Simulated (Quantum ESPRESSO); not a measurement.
Runs of Quantum ESPRESSO 7.5 on MoS2. The cell holds a slab with vacuum, 6 atoms: a = 3.185 Å, b = 3.185 Å, c = 21.671 Å, α = 90.00°, β = 90.00°, γ = 120.00°. 

```csv
task,level,potentials or basis,cell,cutoff (eV),most ionic steps,forc conv thr,etot conv thr,ion dynamics,cell dynamics,gap on the mesh (eV),largest force (eV/Å)
band structure,PBE,GBRV 1.5 PBE,as given,612,-,-,-,-,-,1.39,0.22
relaxation of cell and atoms,PBE+D3(BJ),PseudoDojo 0.4.1 SR PBE standard,relaxed to 0.3 kbar,1088,40,0.0004 Ry/bohr,1e-05 Ry,bfgs,bfgs,1.31,-
band structure,LDA,GBRV 1.5 LDA,as given,612,-,-,-,-,-,(b),(a)
band structure,PBEsol,GBRV 1.5 PBEsol,as given,612,-,-,-,-,-,1.38,0.15
```

Alike in all rows: no spin polarisation; k mesh 10 × 10 × 2; smearing fermi-dirac 0.05 eV.

Q: Estimate the missing entries.

A: (a) 0.38; (b) 1.36.

A k mesh can miss the band edges, and the runs leave out spin-orbit coupling on Mo.
